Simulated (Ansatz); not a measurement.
# C (C (111), 4 layers): how the settings move a single-point run

Question: which choices in the input matter for C (C (111), 4 layers)?

Computed with Ansatz 0.2.0 (reference: DFT, PBE, PAW with Ansatz's default frozen-core files, scalar-relativistic, unless a step's input says otherwise).

**1. The system as given**

The structure is trigonal, space group P-3m1 (No. 164). Conventional cell: a = 2.526 Å, b = 2.526 Å, c = 18.578 Å, α = 90.00°, β = 90.00°, γ = 120.00°. Around C (site symmetry 3m) lie 3 C at 1.55 Å. Around C (site symmetry 3m) lie 4 C at 1.55 Å.

As a file:

```
CELL_PARAMETERS angstrom
2.52553 0.00000 0.00000
-1.26276 2.18717 0.00000
0.00000 0.00000 18.57760
ATOMIC_POSITIONS crystal
C 0.16667 0.33333 0.43063
C 0.50000 0.00000 0.45838
C 0.50000 0.00000 0.54162
C 0.83333 0.66667 0.56937
```

**2. Baseline**

File input.yaml:

```yaml
crystal:
  lattice:
    - [2.525527427, 0.0, 0.0]
    - [-1.2627637135, 2.1871709098, 0.0]
    - [0.0, 0.0, 18.5776]
  atoms:
    - { symbol: C, position: [0.1666666665, 0.3333333335, 0.4306259786] }
    - { symbol: C, position: [0.5000000005, 0.9999999995, 0.4583755874] }
    - { symbol: C, position: [0.5000000005, 0.9999999995, 0.541624413] }
    - { symbol: C, position: [0.8333333335, 0.6666666665, 0.5693740214] }
kpoints:
  mp_grid: { grid: [14, 14, 1] }
scf:
  occupations: { method: fermi_dirac, width: 0.02 }
hamiltonian:
  xc: pbe
  pseudopotentials: { kind: paw }
output:
  forces: true
  stress: true
  eigenvalues: true
  populations: true
efield:
  axis: 3
  amplitude: 0
  dipole_correction: true
```

Command:

```console
$ ansatz run input.yaml --threads 1 --pin off --max-ram 3584MiB --backend cpu --events-out ev --progress --plain --runs-dir out
```

**3. Variant: scf.algorithm density_mixing**

Changes to input.yaml since step 2:

```diff
@@ -14,2 +14,3 @@
   occupations: { method: fermi_dirac, width: 0.02 }
+  algorithm: density_mixing
 hamiltonian:
@@ -22,2 +23,6 @@
   populations: true
+  write_density: true
+  write_potential: true
+  elf: true
+  volumetric_format: npy
 efield:
```

Q: Predict the outcome of this session. Wanted: for each run, ending; energy change; gap; force.

As calculated:

| run | ending | energy change | gap (eV) | force (eV/Å) | cycles | time |
| --- | --- | --- | --- | --- | --- | --- |
| reference | converged | 0 | 0.38 | 6.61 | 9 | 3.6 s |
| 1: scf.algorithm density_mixing | converged | 0.0 meV/atom | 0.38 | 6.61 | 9 | 3.7 s |

Times don't compare one to one where runs were asked for different outputs or read a saved state (see the inputs); cycles may leave out searches for a lower state.

Residual by cycle in the longest SCF loop of each run; runs are numbered as in the table. The quantity is the density residual dr2, in eV.

| cycle | reference | run 1 |
| --- | --- | --- |
| 1 | 0.0486 | 0.0486 |
| 2 | 0.0169 | 0.0169 |
| 3 | 5.97 | 5.97 |
| 4 | 7.8e-4 | 7.8e-4 |
| 5 | 2.3e-4 | 2.3e-4 |
| 6 | 2.9e-5 | 2.9e-5 |
| 7 | 1.2e-4 | 1.2e-4 |
| 8 | 3.5e-6 | 3.5e-6 |
| 9 | 1.6e-8 | 1.6e-8 |

What this shows: Energy and cycle count are those of the reference, so the change (solver) left the result and the number of cycles as they were.
